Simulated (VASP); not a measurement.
BeO (relaxed from the wurtzite structure, space group P6_3mc): computed properties

Method: PBE GGA, VASP's PBE PAW potentials (set 64) (plane waves; VASP).

For BeO, the space group comes out as P6_3mc (186) and the cell is a = b = 2.7125 Å, c = 4.4061 Å, α = β = 90.00°, γ = 120.00°. The volume per atom is 7.02 Å^3/atom and the band gap (over mesh and band path) is 7.44 eV. The smallest direct gap (over mesh and band path) comes out as 7.44 eV. The band-edge character comes out as direct, Γ to Γ. The density is 2.96 g/cm³.

```yaml
crystal:
  lattice:
    - [2.71250, 0.00000, 0.00000]
    - [-1.35625, 2.34909, 0.00000]
    - [0.00000, 0.00000, 4.40608]
  atoms:
    - { symbol: Be, position: [0.33333, 0.66667, 0.99861] }
    - { symbol: Be, position: [0.66667, 0.33333, 0.49861] }
    - { symbol: O, position: [0.33333, 0.66667, 0.37639] }
    - { symbol: O, position: [0.66667, 0.33333, 0.87639] }
```

The structure was generated: BeO was put into the wurtzite type (P6_3mc), which need not be its known phase. It was relaxed first, which changed the volume by +7 %. Symmetry was kept, so distortions that lower it aren't found.
